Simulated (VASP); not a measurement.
# CoO: hyperfine terms and field gradients, part 2 of 3

Aim: the hyperfine contact terms and the field gradients at the nuclei of CoO, by functional. The start is a computed cell from the Materials Project.

VASP 6.6.1, plane waves and PAW; the level of theory is named at each step.

So far: Set-up; Local probes at LDA.

### Step 2. Local probes at LDA (continued)

Level of this step: LDA, DFT+U (Co d 3 eV), spin-polarised from a ferromagnetic start; plane waves and PAW (Co, O) (VASP).

From OUTCAR (step 2):

```text
ion  position               nearest neighbor table
   1  0.999  0.999  0.499-   3 1.91   4 1.96   3 1.96   3 1.96
   2  0.999  0.999  0.999-   4 1.91   3 1.96   4 1.96   4 1.96
   3  0.751  0.751  0.376-   1 1.91   2 1.96   1 1.96   1 1.96
   4  0.751  0.751  0.876-   2 1.91   1 1.96   2 1.96   2 1.96

  LATTYP: Found a base centered monoclinic cell.
 ALAT       =     5.4561802162
 B/A-ratio  =     0.5873045897
 C/A-ratio  =     1.0172413889
 COS(beta)  =    -0.3390804630

 Subroutine GETGRP returns: Found  2 space group operations
 (whereof  2 operations were pure point group operations)

The static configuration has the point symmetry C_1h.

 Found    172 irreducible k-points:

   k-points           NKPTS =    172   k-points in BZ     NKDIM =    172   number of bands    NBANDS=     26

   dimension x,y,z NGX =    24 NGY =   24 NGZ =   50
   dimension x,y,z NGXF=    48 NGYF=   48 NGZF=  100

   ENCUT  =  560.0 eV  41.16 Ry    6.42 a.u.   6.10  6.10 12.21*2*pi/ulx,y,z

   NELECT =      30.0000    total number of electrons

 k-points in reciprocal lattice and weights: Automatic mesh
   0.00000000  0.00000000  0.00000000       0.002
   0.10000000 -0.00000000  0.00000000       0.007
   0.20000000 -0.00000000  0.00000000       0.007
   0.30000000  0.00000000  0.00000000       0.007
   0.40000000  0.00000000  0.00000000       0.007
   0.50000000 -0.00000000  0.00000000       0.003
   0.10000000  0.10000000  0.00000000       0.003
   0.20000000  0.10000000 -0.00000000       0.007
   0.30000000  0.10000000  0.00000000       0.007
[...]
-0.40000000  0.40000000  0.50000000       0.003
   0.50000000  0.50000000  0.50000000       0.002

atom =   1  type =  1  l = 2

 onsite density matrix

spin component  1

  0.9799  0.0000 -0.0000  0.0086  0.0000
  0.0000  0.9766  0.0000 -0.0000  0.0086
 -0.0000  0.0000  0.9869  0.0000  0.0000
  0.0086 -0.0000  0.0000  0.9766 -0.0000
  0.0000  0.0086  0.0000 -0.0000  0.9800

spin component  2

  0.4293 -0.0000  0.0000 -0.3649 -0.0000
 -0.0000  0.6599  0.0000 -0.0000 -0.3649
  0.0000  0.0000  0.1751  0.0000  0.0000
 -0.3649 -0.0000  0.0000  0.6599  0.0000
 -0.0000 -0.3649  0.0000  0.0000  0.4293

 occupancies and eigenvectors

  o =  0.1619  v =  0.0000  0.0000  0.0000  0.0000  0.0000 -0.0000 -0.5911  0.0037 -0.0000 -0.8066      0.0000  0.0000  0.0000  0.0000  0.0000  0.0000  0.0000  0.0000  0.0000  0.0000
  o =  0.1619  v =  0.0000  0.0000  0.0000  0.0000  0.0000  0.8066 -0.0000  0.0000  0.5910 -0.0000      0.0000  0.0000  0.0000  0.0000  0.0000  0.0000  0.0000  0.0000  0.0000  0.0000
  o =  0.1751  v =  0.0000  0.0000  0.0000  0.0000  0.0000  0.0000  0.0022  1.0000  0.0000  0.0030      0.0000  0.0000  0.0000  0.0000  0.0000  0.0000  0.0000  0.0000  0.0000  0.0000
  o =  0.9273  v =  0.0000  0.0000  0.0000  0.0000  0.0000 -0.5910  0.0000  0.0000  0.8066 -0.0000      0.0000  0.0000  0.0000  0.0000  0.0000  0.0000  0.0000  0.0000  0.0000  0.0000
  o =  0.9273  v =  0.0000  0.0000  0.0000  0.0000  0.0000  0.0000  0.8066  0.0000 -0.0000 -0.5911      0.0000  0.0000  0.0000  0.0000  0.0000  0.0000  0.0000  0.0000  0.0000  0.0000
  o =  0.9695  v =  0.0000  0.7724  0.0005  0.0000 -0.6352  0.0000  0.0000  0.0000  0.0000  0.0000      0.0000  0.0000  0.0000  0.0000  0.0000  0.0000  0.0000  0.0000  0.0000  0.0000
  o =  0.9695  v = -0.6359  0.0000 -0.0000  0.7718  0.0000  0.0000  0.0000  0.0000  0.0000  0.0000      0.0000  0.0000  0.0000  0.0000  0.0000  0.0000  0.0000  0.0000  0.0000  0.0000
  o =  0.9869  v =  0.0000 -0.1078  0.9856  0.0000 -0.1304  0.0000  0.0000  0.0000  0.0000  0.0000      0.0000  0.0000  0.0000  0.0000  0.0000  0.0000  0.0000  0.0000  0.0000  0.0000
  o =  0.9870  v = -0.7718  0.0000  0.0000 -0.6359 -0.0000  0.0000  0.0000  0.0000  0.0000  0.0000      0.0000  0.0000  0.0000  0.0000  0.0000  0.0000  0.0000  0.0000  0.0000  0.0000
  o =  0.9871  v =  0.0000 -0.6260 -0.1692 -0.0000 -0.7613  0.0000  0.0000  0.0000  0.0000  0.0000      0.0000  0.0000  0.0000  0.0000  0.0000  0.0000  0.0000  0.0000  0.0000  0.0000

atom =   2  type =  1  l = 2

 onsite density matrix

spin component  1

spin component  2

 occupancies and eigenvectors

  o =  0.1619  v =  0.0000  0.0000  0.0000  0.0000  0.0000  0.0000  0.5911 -0.0037 -0.0000  0.8066      0.0000  0.0000  0.0000  0.0000  0.0000  0.0000  0.0000  0.0000  0.0000  0.0000
  o =  0.1619  v =  0.0000  0.0000  0.0000  0.0000  0.0000 -0.8066  0.0000  0.0000 -0.5910 -0.0000      0.0000  0.0000  0.0000  0.0000  0.0000  0.0000  0.0000  0.0000  0.0000  0.0000
  o =  0.1751  v =  0.0000  0.0000  0.0000  0.0000  0.0000  0.0000 -0.0022 -1.0000 -0.0000 -0.0030      0.0000  0.0000  0.0000  0.0000  0.0000  0.0000  0.0000  0.0000  0.0000  0.0000
  o =  0.9273  v =  0.0000  0.0000  0.0000  0.0000  0.0000  0.5910  0.0000  0.0000 -0.8066 -0.0000      0.0000  0.0000  0.0000  0.0000  0.0000  0.0000  0.0000  0.0000  0.0000  0.0000
  o =  0.9273  v =  0.0000  0.0000  0.0000  0.0000  0.0000  0.0000 -0.8066 -0.0000  0.0000  0.5911      0.0000  0.0000  0.0000  0.0000  0.0000  0.0000  0.0000  0.0000  0.0000  0.0000
  o =  0.9695  v =  0.0000  0.7724  0.0005  0.0000 -0.6352  0.0000  0.0000  0.0000  0.0000  0.0000      0.0000  0.0000  0.0000  0.0000  0.0000  0.0000  0.0000  0.0000  0.0000  0.0000
  o =  0.9695  v = -0.6359  0.0000 -0.0000  0.7718  0.0000  0.0000  0.0000  0.0000  0.0000  0.0000      0.0000  0.0000  0.0000  0.0000  0.0000  0.0000  0.0000  0.0000  0.0000  0.0000
  o =  0.9869  v =  0.0000 -0.1078  0.9856  0.0000 -0.1304  0.0000  0.0000  0.0000  0.0000  0.0000      0.0000  0.0000  0.0000  0.0000  0.0000  0.0000  0.0000  0.0000  0.0000  0.0000
  o =  0.9870  v = -0.7718  0.0000  0.0000 -0.6359 -0.0000  0.0000  0.0000  0.0000  0.0000  0.0000      0.0000  0.0000  0.0000  0.0000  0.0000  0.0000  0.0000  0.0000  0.0000  0.0000
  o =  0.9871  v =  0.0000 -0.6260 -0.1692 -0.0000 -0.7613  0.0000  0.0000  0.0000  0.0000  0.0000      0.0000  0.0000  0.0000  0.0000  0.0000  0.0000  0.0000  0.0000  0.0000  0.0000

 the core state eigenenergies are
   1-  1s  -7579.8387  2s   -886.0310  2p   -756.9854  3s    -89.2987  3p    -52.5978

   2-  1s  -7579.8387  2s   -886.0310  2p   -756.9854  3s    -89.2987  3p    -52.5978

   3-  1s   -500.8662
   4-  1s   -500.8662

 E-fermi :   5.4013

 spin component 1
 k-point     1 :       0.0000    0.0000    0.0000
  band No.  band energies     occupation
    ...
     13       2.2363      1.00000
     14       4.5923      1.00000
     15       4.6138      1.00000
     16       5.3924      0.54432
     17       5.3925      0.54384
     18       5.4922      0.13967
     19       5.8183      0.00024
     20      11.2710      0.00000
     21      12.4895      0.00000
     22      18.7680      0.00000
    ...

 k-point     2 :       0.1000   -0.0000    0.0000
  band No.  band energies     occupation
    ...
     13       2.2418      1.00000
     14       4.4194      1.00000
     15       4.5036      1.00000
     16       4.8412      0.99999
     17       5.3320      0.80018
     18       5.4243      0.38696
     19       6.4999      0.00000
     20      11.4627      0.00000
     21      12.6675      0.00000
     22      18.0625      0.00000
    ...

 k-point     3 :       0.2000   -0.0000    0.0000
  band No.  band energies     occupation
    ...
     14       4.0220      1.00000
     15       4.0737      1.00000
     16       4.2015      1.00000
     17       5.1618      0.99177
     18       5.2343      0.96583
     19       7.6407      0.00000
     20      11.4420      0.00000
     21      13.5562      0.00000
     22      16.6530      0.00000
     23      16.9526      0.00000
    ...

 k-point     4 :       0.3000    0.0000    0.0000
  band No.  band energies     occupation
    ...
     14       3.0797      1.00000
     15       3.7408      1.00000
     16       3.8054      1.00000
     17       4.9212      0.99993
     18       4.9699      0.99982
     19       8.9977      0.00000
     20      11.0515      0.00000
     21      14.8456      0.00000
     22      14.8736      0.00000
     23      16.2319      0.00000
    ...

 k-point     5 :       0.4000    0.0000    0.0000
  band No.  band energies     occupation
    ...
     14       2.5833      1.00000
     15       3.3189      1.00000
     16       3.5114      1.00000
     17       4.6916      1.00000
     18       4.7208      1.00000
     19      10.3672      0.00000
     20      10.6177      0.00000
     21      13.3942      0.00000
     22      15.5506      0.00000
     23      16.1456      0.00000
    ...

 k-point     6 :       0.5000   -0.0000    0.0000
  band No.  band energies     occupation
    ...
     14       2.8939      1.00000
     15       3.0818      1.00000
     16       3.2704      1.00000
     17       4.5922      1.00000
     18       4.6138      1.00000
     19      10.4287      0.00000
     20      11.2710      0.00000
     21      12.4895      0.00000
     22      15.5515      0.00000
     23      16.3131      0.00000
    ...

  Total       -1.7117064     -1.7109699      0.0599134      0.0000000     -0.0001700      0.0000000
  in kB      -60.0812108    -60.0553591      2.1029731      0.0000000     -0.0059663      0.0000000
  external PRESSURE =     -39.3445323 kB  Pullay stress =       0.0000000 kB

  energy-cutoff  :      560.00
  volume of cell :       45.65
      direct lattice vectors                 reciprocal lattice vectors
     1.602219842  0.925042057  2.566470890     0.312067038  0.180171988  0.129880037
    -1.602219842  0.925042057  2.566470890    -0.312067038  0.180171988  0.129880037
     0.000000000 -3.700168228  5.132941781     0.000000000 -0.180171988  0.064940018

 POSITION                                       TOTAL-FORCE (eV/Angst)
 -----------------------------------------------------------------------------------
      0.00000     -0.00000      7.69155         0.000000      0.000033      0.336198
      0.00000     -1.85008     10.25802         0.000000      0.000033      0.336198
      0.00000     -0.00000      5.78242         0.000000     -0.000033     -0.336198
      0.00000     -1.85008      8.34889         0.000000     -0.000033     -0.336198
 -----------------------------------------------------------------------------------
    total drift:                                0.000000      0.000213     -0.000766

  FREE ENERGIE OF THE ION-ELECTRON SYSTEM (eV)
  ---------------------------------------------------
  free  energy   TOTEN  =       -26.9565851872 eV

  energy  without entropy=      -26.9512981762  energy(sigma->0) =      -26.95394168

 Electric field gradients after diagonalization (V/A^2)
 (convention: |V_zz| > |V_xx| > |V_yy|)
----------------------------------------------------------------------
 ion       V_xx      V_yy      V_zz     asymmetry (V_yy - V_xx)/ V_zz
----------------------------------------------------------------------
   1       2.403     2.344    -4.747       0.013
   2       2.403     2.344    -4.747       0.013
   3       0.404     0.336    -0.740       0.091
   4       0.404     0.336    -0.740       0.091
----------------------------------------------------------------------

 Fermi contact (isotropic) hyperfine coupling parameter (MHz)
 -------------------------------------------------------------
  ion      A_pw      A_1PS     A_1AE     A_1c      A_tot
 -------------------------------------------------------------
   1       9.878     9.873     6.315   -10.532     6.320
   2       9.878     9.873     6.315   -10.532     6.320
   3       1.224     1.223     5.154    -1.135     5.156
   4       1.224     1.223     5.154    -1.135     5.156
 -------------------------------------------------------------

 Total hyperfine coupling parameters after diagonalization (MHz)
 (convention: |A_zz| > |A_xx| > |A_yy|)
 ----------------------------------------------------------------------
  ion      A_xx      A_yy      A_zz     asymmetry (A_yy - A_xx)/ A_zz
 ----------------------------------------------------------------------
   1       6.160     6.159     6.640      -0.000
   2       6.160     6.159     6.640      -0.000
   3       5.151     5.150     5.167      -0.000
   4       5.151     5.150     5.167      -0.000
 ---------------------------------------------------------------------

 total charge
# of ion       s       p       d       tot
------------------------------------------
    1        0.362   0.462   7.224   8.049
    2        0.362   0.462   7.224   8.049
    3        1.531   3.453   0.000   4.984
    4        1.531   3.453   0.000   4.984
--------------------------------------------------
tot          3.787   7.831  14.449  26.066

 magnetization (x)
# of ion       s       p       d       tot
------------------------------------------
    1        0.017   0.057   2.545   2.618
    2        0.017   0.057   2.545   2.618
    3        0.017   0.228   0.000   0.244
    4        0.017   0.228   0.000   0.244
--------------------------------------------------
tot          0.067   0.569   5.090   5.725

[... 6 further parts left out ...]
```

The magnetic state follows from one typed start and may not be the lowest. These are scalar-relativistic Kohn-Sham levels of the ground state, with no core hole, so they are not binding energies. The atoms bear forces, and field gradients depend strongly on their positions. The PAW data sets were made with PBE, though LDA sets exist; this is a small mismatch.

Numbers from this step:

```
free energy (TOTEN)                               : -26.96 eV
energy at zero smearing                           : -26.95 eV
Fermi energy                                      : 5.401 eV
pressure                                          : -3.934 GPa
moment of the cell, from the last line of the log : 5.953 μB
```

Spin moment in the PAW sphere by atom:

```tsv
atom	spin moment in the PAW sphere (μB)
Co1	2.62
Co2	2.62
O3	0.24
O4	0.24
```

For a gyromagnetic ratio of 1 MHz/T at every nucleus. The program has divided the terms by the spin of the whole cell, so they fall as a cell holds more magnetic ions. A_tot leaves out the core's term, which the program lists beside it. Hyperfine Fermi contact, by row:

```tsv
atom	A_tot (MHz)	core term A_1c (MHz)	contact term, their sum (MHz)
Co1	6.32	-10.53	-4.212
Co2	6.32	-10.53	-4.212
O3	5.156	-1.135	4.021
O4	5.156	-1.135	4.021
```

The two shallowest core shells; atoms whose shallowest level rounds to another's at 0.01 eV are left out. Core levels, by row:

```tsv
atom	shell	level below the Fermi level (eV)
Co1	3s	94.7
Co1	3p	58
O3	1s	506.3
```

Ordered as |Vzz| ≥ |Vxx| ≥ |Vyy|, the program's way. Electric field gradients, by row:

```tsv
atom	Vxx (V/Å²)	Vyy (V/Å²)	Vzz (V/Å²)	asymmetry
Co1	2.403	2.344	-4.747	0.013
Co2	2.403	2.344	-4.747	0.013
O3	0.404	0.336	-0.74	0.091
O4	0.404	0.336	-0.74	0.091
```

The largest gradient is -4.747 V/Å², at Co1.

[end of part 2 of 3]

[Lines on the potential files, build, host, timing and source positions are cut from VASP's logs without a mark.]

[Logs are printed without paths, hosts, clocks, repeated set-up lines and the standing remarks that a program may print on its own settings, such as how far it seeks lower states.]

[Hosts, paths, dates, database ids (printed as entryN), source tags and the programs' standing remarks are cut or masked in the printed files.]
